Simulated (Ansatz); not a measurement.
## fcc against bcc along group 14

These are results of DFT, r2SCAN, plane waves (500 eV) with PAW, scalar-relativistic in Ansatz, not measurements. The PAW files were generated under PBE, with cores re-solved for the functional.

Each structure is relaxed within its symmetry, in the lowest magnetic state of the tried starts. Differences under about 8 meV lie within the error of the k-point mesh.

| element | E(fcc) − E(bcc) (meV/atom) | V(fcc) (Å³/atom) | V(bcc) (Å³/atom) | state of fcc | state of bcc |
| --- | --- | --- | --- | --- | --- |
| C | 207 | 7.42 | 6.81 | spin not included | spin not included |
| Si | -2 | 13.73 | 14.12 | spin not included | spin not included |
| Ge | 2 | 18.95 | 18.76 | spin not included | spin not included |
| Sn | -3 | 27.33 | 26.84 | spin not included | spin not included |
| Pb | ? | ? | ? | ? | ? |

Q: Fill in the row of Pb.

A: E(fcc) − E(bcc) (meV/atom): -38; V(fcc) (Å³/atom): 31.05; V(bcc) (Å³/atom): 31.04; state of fcc: spin not included; state of bcc: spin not included.
